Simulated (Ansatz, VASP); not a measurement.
## AlN: VASP beside Ansatz

```
CELL_PARAMETERS angstrom
3.39630 0.00000 0.00000
-1.69815 2.94128 0.00000
0.00000 0.00000 4.69010
ATOMIC_POSITIONS crystal
Al 0.33333 0.66667 0.75000
Al 0.66667 0.33333 0.25000
N 0.33333 0.66667 0.25000
N 0.66667 0.33333 0.75000
```

Alike in both runs: task single point; functional PBE; k mesh 9 × 9 × 6; occupations gaussian, width 0.05 eV; no spin polarisation.

```csv
,VASP,Ansatz
version,VASP 6.6.1,Ansatz 0.2.0
potentials or method,"VASP PAW PBE potentials, release 64 (Al, N)","scalar-relativistic, plane waves, PAW"
plane-wave cutoff (eV),520,520
valence electrons in the cell,16,16
```

Ansatz gave:

- gap on the k mesh at the Fermi level (eV): 1.79
- least direct gap on the mesh (eV): 1.79
- pressure (GPa): -21.2
- largest component of the traceless stress (GPa): 1.56

Q: Which values does VASP return?

A: gap on the k mesh at the Fermi level (eV): 1.79; least direct gap on the mesh (eV): 1.79; pressure (GPa): -21.3; largest component of the traceless stress (GPa): 1.62.

The functional is the same, so the differences come from potentials, cutoffs and numerics.

Caveats: so large a pressure means that the cell lies far from this level's equilibrium, or that cutoff or potentials fall short (VASP). A hybrid or GW would open this gap; PBE tends to underestimate it.
